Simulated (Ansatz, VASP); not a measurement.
This is a calculation of BaS for Ansatz 0.2.0.

input.yaml

```yaml
crystal:
  lattice:
    - [0.0, 3.19375, 3.19375]
    - [3.19375, 0.0, 3.19375]
    - [3.19375, 3.19375, 0.0]
  atoms:
    - { symbol: Ba, position: [0.0, 0.0, 0.0] }
    - { symbol: S, position: [0.5, 0.5, 0.5] }
hamiltonian:
  xc: lda
  pseudopotentials: { kind: paw }
kpoints:
  mp_grid: { grid: [7, 7, 7] }
scf:
  occupations: { method: fixed }
output:
  eigenvalues: true
dielectric:
  method: response
```

Potentials or basis: Ansatz PAW.

Run with:

```bash
$ ansatz run input.yaml --threads 2 --pin off --max-ram 5632MiB --backend cpu --events-out ev --progress --plain --runs-dir out
```

Problem. Translate it to VASP 6.6.1. Potentials there: VASP PAW LDA potentials, release 64 (Ba_sv, S).

Solution. As run (the cutoff follows the program's own potentials):

Contents of INCAR:

```
PREC = Accurate
ENCUT = 520
EDIFF = 1E-8
ISMEAR = -1
SIGMA = 0.05
LREAL = False
LASPH = True
NELM = 100
ALGO = Normal
ISIF = 2
LWAVE = False
LCHARG = False
LEPSILON = True
IBRION = 8
```

The input KPOINTS:

```
Automatic mesh
0
Gamma
  7 7 7
```

Contents of POSCAR:

```
BaS
1.0
    0.0000000000      3.1937500000      3.1937500000
    3.1937500000      0.0000000000      3.1937500000
    3.1937500000      3.1937500000      0.0000000000
Ba S
1 1
Direct
    0.0000000000      0.0000000000      0.0000000000
    0.5000000000      0.5000000000      0.5000000000
```

Potentials or basis: VASP PAW LDA potentials, release 64 (Ba_sv, S).

Run with:

```sh
$ cat potpaw_LDA.64/Ba_sv/POTCAR potpaw_LDA.64/S/POTCAR > POTCAR
$ mpirun -np 1 vasp_std > vasp.out
```

Both were run:

|  | VASP | Ansatz | Ansatz less VASP |
| --- | --- | --- | --- |
| gap on the k mesh at the Fermi level (eV) | 1.96 | 2.07 | +0.103 |
| least direct gap on the mesh (eV) | 2.11 | 2.18 | +0.072 |
| mean electronic dielectric constant | 5.11 | 4.97 | -0.142 |
| mean Born charge of the atom that differs most (e) | 2.62 | 2.60 | -0.020 |

Caveats: spin-orbit coupling is left out, which moves the levels of the heavy elements; an odd mesh through Γ misses points on the zone boundary, where band edges often lie (VASP); odd divisions of the mesh miss points on the zone boundary, where band edges often lie, so the gap on the mesh can be too wide (Ansatz). As with any semilocal functional, this LDA gap is likely too small.
